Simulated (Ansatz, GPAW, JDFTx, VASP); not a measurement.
**Zr: 5 runs at one level of theory**

```xyz
2
Lattice="3.2320 0.0000 0.0000 -1.6160 2.7990 0.0000 0.0000 0.0000 5.1470" Properties=species:S:1:pos:R:3 pbc="T T T"
Zr    1.6160    0.9330    3.8603
Zr    0.0000    1.8660    1.2868
```

Alike in all runs: task single point; functional RPBE; k mesh 9 × 9 × 5; occupations gaussian, width 0.1 eV; no spin polarisation; no spin-orbit coupling. Pressure is positive in compression and, in plane waves, holds the error of the finite cutoff, which Ansatz's Pulay term estimates and takes out.

```
                                                    program and potentials  plane-wave cutoff (eV)                                                 notes  pressure (GPa)
                                                        Ansatz, Ansatz PAW                     420  potentials made for PBE, which Ansatz adapts in part            2.73
GPAW, the program's PAW data sets (release 1.2.1) made for this functional                     600                                                     -            2.45
                 JDFTx, PseudoDojo-SR-PBE-0.5-standard with smoothed tails                     898                               potentials made for PBE            2.77
                                      VASP, PBE PAW files Zr_sv_GW, 550 eV                     550                               potentials made for PBE            2.08
                            Ansatz, all-electron LAPW, scalar-relativistic                       -                                                     -            2.75
```

The pressure spans 2.08 (VASP, PBE PAW files Zr_sv_GW, 550 eV) to 2.77 GPa (JDFTx, PseudoDojo-SR-PBE-0.5-standard with smoothed tails), with all-electron results at 2.75. Some sets were made for another functional than the one run, which can shift their rows.

The functional is the same throughout but for its coding, so the spread measures potentials, basis and numerics; runs on potential files found faulty are left out.
